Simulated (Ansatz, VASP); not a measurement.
# One calculation of PbF2, two programs

Contents of INCAR:

```
  PREC = Accurate
  ENCUT = 520
  EDIFF = 1E-6
  ISMEAR = 0
  SIGMA = 0.05
  LREAL = False
  LASPH = True
  NELM = 100
  ALGO = Normal
  ISIF = 2
  LWAVE = False
  LCHARG = False
  GGA = CA
  NBANDS = 21
```

File KPOINTS:

```
regular mesh
0
Gamma
  8 8 8
```

Contents of POSCAR:

```
PbF2
1.0
    0.0000000000      2.9698500000      2.9698500000
    2.9698500000      0.0000000000      2.9698500000
    2.9698500000      2.9698500000      0.0000000000
Pb F
1 2
Direct
    0.0000000000      0.0000000000      0.0000000000
    0.2289551661      0.2289551661      0.2710448339
    0.7289551661      0.7289551661      0.7710448339
```

Input for Ansatz:

```yaml
crystal:
  lattice:
    - [0.0, 2.96985, 2.96985]
    - [2.96985, 0.0, 2.96985]
    - [2.96985, 2.96985, 0.0]
  atoms:
    - { symbol: Pb, position: [0.0, 0.0, 0.0] }
    - { symbol: F, position: [0.2289551661, 0.2289551661, 0.2710448339] }
    - { symbol: F, position: [0.7289551661, 0.7289551661, 0.7710448339] }
basis:
  ecutwfc: 420
kpoints:
  mp_grid: { grid: [8, 8, 8] }
hamiltonian:
  xc: lda
scf:
  occupations: { method: gaussian, width: 0.05 }
output:
  forces: true
  stress: true
  eigenvalues: true
```

Change from the starting cell: all F atoms moved +0.125 Å, as atom 2 towards its neighbour atom 3 (F) at 2.970 Å.

Alike in both runs: task single point; functional LDA; k mesh 8 × 8 × 8; occupations gaussian, width 0.05 eV; no spin polarisation.

```csv
,VASP,Ansatz
version,VASP 6.6.1,Ansatz 0.2.0
potentials or method,"VASP PAW LDA potentials, release 64 (Pb_d, F)","scalar-relativistic, plane waves, PAW"
plane-wave cutoff (eV),520,420
valence electrons in the cell,28,28
```

```tsv
	VASP	Ansatz	Ansatz less VASP
gap on the k mesh at the Fermi level (eV)	4.21	4.25	+0.042
least direct gap on the mesh (eV)	4.39	4.44	+0.041
pressure (GPa)	-4.6	-4.6	+0.01
largest component of the traceless stress (GPa)	0.12	0.13	+0.006
rms of the force components (eV/Å)	0.050	0.047	-0.0039
```

Atom by atom the forces differ by 0.004 eV/Å (rms over components).

Caveats: spin-orbit coupling is left out, which as a rule narrows the gap of such compounds by several tenths of an eV. A k mesh can miss the band edges.
